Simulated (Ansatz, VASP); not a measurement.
HfN (HfN (100), 2 layers) in VASP and in Ansatz

```xyz
4
Lattice="3.2160 0.0000 0.0000 0.0000 3.2160 0.0000 0.0000 0.0000 18.2740" Properties=species:S:1:pos:R:3 pbc="T T T"
Hf    0.0000    0.0000    8.0000
Hf    1.6080    1.6080   10.2740
N     1.6080    1.6080    8.0000
N     0.0000    0.0000   10.2740
```

Alike in both runs: task single point; functional PBE; k mesh 11 × 11 × 1; occupations fermi-dirac, width 0.08 eV; no spin polarisation.

|  | VASP | Ansatz |
| --- | --- | --- |
| version | VASP 6.6.1 | Ansatz 0.2.0 |
| potentials or method | VASP PAW PBE potentials, release 64 (Hf_pv, N), cutoff 520 eV | all-electron LAPW, scalar-relativistic |

Ansatz gave:

| Property | Result |
| --- | --- |
| rms of the force components (eV/Å) | 0.416 |

**Question.** Which values does VASP return?

**Answer.** rms of the force components (eV/Å): 0.452.

Ansatz ran all-electron here, so the differences hold the error of VASP's frozen core and of both bases. Ansatz warned: «vacuum_below_fermi».

Spin-orbit coupling is left out, which matters for the levels of Hf.
